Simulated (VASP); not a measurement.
The system is BaF2.

```xyz
3
Lattice="0.0000 3.0878 3.0878 3.0878 0.0000 3.0878 3.0878 3.0878 0.0000" Properties=species:S:1:pos:R:3 pbc="T T T"
Ba    0.0000    0.0000    0.0000
F     1.5439    1.5439    1.5439
F     4.6317    4.6317    4.6317
```

The cell comes from a database or a generator and needn't be the stable form of this composition.

Base run:

- Program: VASP 6.6.1
- Functional: PBEsol
- Potentials or basis: VASP PAW PBE potentials, release 64 (Ba_sv, F_h)
- Cutoff: 900 eV
- k mesh: 6 × 6 × 6
- Occupations: gaussian, width 0.02 eV
- Spin: no spin polarisation

Its results: band gap on the k mesh 6.69 eV, indirect (least direct gap 6.77 eV); pressure -0.3 GPa.

Question: The run is repeated on the same cell with these changes: potentials or basis from VASP PAW PBE potentials, release 64 (Ba_sv, F_h) to VASP PAW PBE potentials, release 64 (Ba_sv, F); cutoff from 900 eV to 520 eV; k mesh from 6 × 6 × 6 to 10 × 10 × 10. What comes out?

Answer: Band gap on the k mesh 6.67 eV, indirect (least direct gap 6.76 eV); pressure 0.1 GPa.

Caveats: the PAW data sets were made with another functional, which shifts forces and pressure a little; spin-orbit coupling is left out, which moves the levels of the heavy elements; the cutoff is under 1.25 times the usual one of these potentials, so pressure, stress and relaxed cells hold a basis-set (Pulay) error (some runs).

A k mesh can miss the band edges.
